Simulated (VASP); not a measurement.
**Ti: relaxation of cell and atoms with PBEsol**

Ti:

```
Ti
1.0
     2.93573    0.00000    0.00000
    -1.46787    2.54242    0.00000
     0.00000    0.00000    4.64086
Ti
2
Direct
  0.33333 0.66667 0.25000
  0.66667 0.33333 0.75000
```

* Program: VASP 6.6.1
* Task: relaxation of cell and atoms
* Functional: PBEsol
* Potentials or basis: VASP PAW PBE potentials, release 64 (Ti_sv)
* Cutoff: 600 eV
* k mesh: 6 × 6 × 4
* Occupations: gaussian, width 0.1 eV
* Spin: no spin polarisation
* Further INCAR settings: ALGO = Fast; EDIFF = 1e-07; IBRION = 2; EDIFFG = -0.005; NSW = 90; ISIF = 3

```yaml
Relaxed_volume: 16.68 Å³/atom
Relaxed_cell: a = 2.886 Å, b = 2.886 Å, c = 4.624 Å, α = 90.00°, β = 90.00°, γ = 120.00°
Space_group_after_relaxing_to_0.05_Å: P6_3/mmc (No. 194)
Energy_gained_by_relaxing: 9.2 meV/atom
Ionic_steps: 9
Pressure_after_relaxing: 0.0 GPa
Band_gap_on_the_k_mesh: none (metal or under the smearing width)
```

The path:
| step | energy change (eV) | largest force (eV/Å) | pressure (GPa) | volume (Å³) |
| --- | --- | --- | --- | --- |
| 1 | 0.0000 | 0.0000 | -4.21 | 34.64 |
| 2 | -0.0081 | 0.0000 | 3.44 | 32.41 |
| 3 | -0.0177 | 0.0000 | 0.01 | 33.33 |
| 4 | -0.0177 | 0.0000 | 0.05 | 33.31 |
| 5 | -0.0181 | 0.0000 | 0.08 | 33.31 |
| 6 | -0.0183 | 0.0000 | 0.07 | 33.31 |
| 7 | -0.0184 | 0.0000 | 0.06 | 33.31 |
| 8 | -0.0184 | 0.0000 | 0.06 | 33.31 |
| 9 | -0.0184 | 0.0000 | -0.03 | 33.35 |

Final structure:
```
Ti
1.0
     2.88589    0.00000    0.00000
    -1.44294    2.49925    0.00000
     0.00000    0.00000    4.62415
Ti
2
Direct
  0.33333 0.66667 0.25000
  0.66667 0.33333 0.75000
```

Levels at points of the mesh, in eV from the Fermi level:
| k point | band 8 | band 9 | band 10 | band 11 | band 12 | band 13 | band 14 | band 15 | band 16 |
| --- | --- | --- | --- | --- | --- | --- | --- | --- | --- |
| (0.00, 0.00, 0.00) | -32.51 | -6.38 | -2.87 | 0.71 | 0.74 | 0.74 | 0.78 | 1.25 | 1.25 |
| (0.50, 0.00, 0.00) | -32.59 | -2.47 | -2.35 | -2.05 | -0.61 | 0.47 | 0.54 | 1.12 | 3.51 |
| (0.00, 0.00, 0.50) | -32.56 | -4.49 | -4.49 | -0.03 | -0.03 | 0.66 | 0.66 | 0.66 | 0.66 |
| (0.50, 0.00, 0.50) | -32.69 | -2.74 | -2.74 | -0.96 | -0.96 | 1.38 | 1.38 | 1.77 | 1.77 |

Run time: 100 s on 1 thread of Intel(R) Xeon(R) 6975P-C (Granite Rapids), on a shared host, peak memory 0.16 GiB.

Caveat: the k mesh is coarse (spacing up to 0.41 Å⁻¹), so the values aren't converged; the PAW data sets were made with another functional, which shifts forces and pressure a little.
